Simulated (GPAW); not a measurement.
Wanted: an ASE script for a GPAW 26.7.0 run.

```
Task                : single point
Functional          : PBE
Potentials or basis : GPAW PAW data sets (gpaw-data 1.2.1)
Cutoff              : 600 eV
Basis               : pw
k mesh              : 7 × 7 × 10
Occupations         : fermi-dirac, width 0.05 eV
Spin                : no spin polarisation
Maxiter             : 150
```

The system is Al.

```
Al
1.0
     4.54673    0.00000    0.00000
    -2.27336    3.93758    0.00000
     0.00000    0.00000    2.75393
Al
2
Direct
  0.33333 0.66667 0.50000
  0.66666 0.33334 0.50000
```

The cell was built by a generator and needn't be a form met in nature.

These files were run (other wordings do the same):

run.py

```python
from ase import Atoms
from ase.dft.bandgap import bandgap
from ase.io import write
from ase.units import Bohr, GPa
from gpaw import GPAW, PW
from gpaw.elf import elf_from_dft_calculation

atoms = Atoms(['Al', 'Al'],
              cell=[[4.5467296547, 0.0, 0.0],
                    [-2.2733648274, 3.9375833851, 0.0],
                    [0.0, 0.0, 2.75393]],
              scaled_positions=[[0.33333, 0.66667, 0.5],
                                [0.6666633333, 0.3333366667, 0.5]],
              pbc=True)

calc = GPAW(mode=PW(600),
            xc='PBE',
            kpts={'size': (7, 7, 10), 'gamma': True},
            occupations={'name': 'fermi-dirac', 'width': 0.05},
            nbands=10,
            convergence={'density': 1e-05, 'energy': 1e-05},
            maxiter=150,
            txt='gpaw.txt')
atoms.calc = calc
energy = atoms.get_potential_energy()
forces = atoms.get_forces()
stress = atoms.get_stress()
calc.write('gs.gpw')
write('result.traj', atoms)
print(f'Energy: {energy:.6f} eV')
print('Forces (eV/A):')
print(forces.round(4))
print('Stress (GPa):', (stress / GPa).round(3))
print('Fermi level:', round(calc.get_fermi_level(), 4), 'eV')
print(f'Gap: {bandgap(calc)[0]:.4f} eV, direct: {bandgap(calc, direct=True)[0]:.4f} eV')

# fields on the real-space grid
write('density.cube', atoms, data=calc.get_pseudo_density() * Bohr**3)
write('potential.cube', atoms, data=calc.get_electrostatic_potential())
write('elf.cube', atoms, data=elf_from_dft_calculation(calc).data)
```

Potentials or basis: GPAW PAW data sets (gpaw-data 1.2.1), pw.

The run is started by

```bash
$ OMP_NUM_THREADS=1 python run.py
```

Results of the run:

- Pressure: 0.0 GPa
- Band gap on the k mesh: none (metal or under the smearing width)

Run time: 24 s on 1 thread of Arm Neoverse V1, with other jobs on the host, peak memory 0.18 GiB.
